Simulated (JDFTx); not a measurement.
The system is Pd.

```
Pd
1.0
     0.00000    1.94650    1.94650
     1.94650    0.00000    1.94650
     1.94650    1.94650    0.00000
Pd
1
Direct
  0.00000 0.00000 0.00000
```

Base run:

| Quantity | Value |
| --- | --- |
| Program | JDFTx 1.7.0 (patched build) |
| Functional | PBEsol |
| Potentials or basis | PseudoDojo-SR-PBEsol-0.4.1-standard with smoothed tails |
| Cutoff | 1116 eV |
| Density cutoff | 4463 eV |
| k mesh | 12 × 12 × 12 |
| Occupations | fermi-dirac, width 0.05 eV |
| Spin | no spin polarisation |

Its results: band gap on the k mesh none (metal or under the smearing width); pressure -3.0 GPa.

Task: The run is repeated on the same cell with these changes: functional from PBEsol to PBE; potentials or basis from PseudoDojo-SR-PBEsol-0.4.1-standard with smoothed tails to PseudoDojo-SR-PBE-0.4.1-standard with smoothed tails. What comes out?

Result: Band gap on the k mesh none (metal or under the smearing width); pressure 6.8 GPa.

Caveats: this set's palladium file may shift the pressure by some GPa.
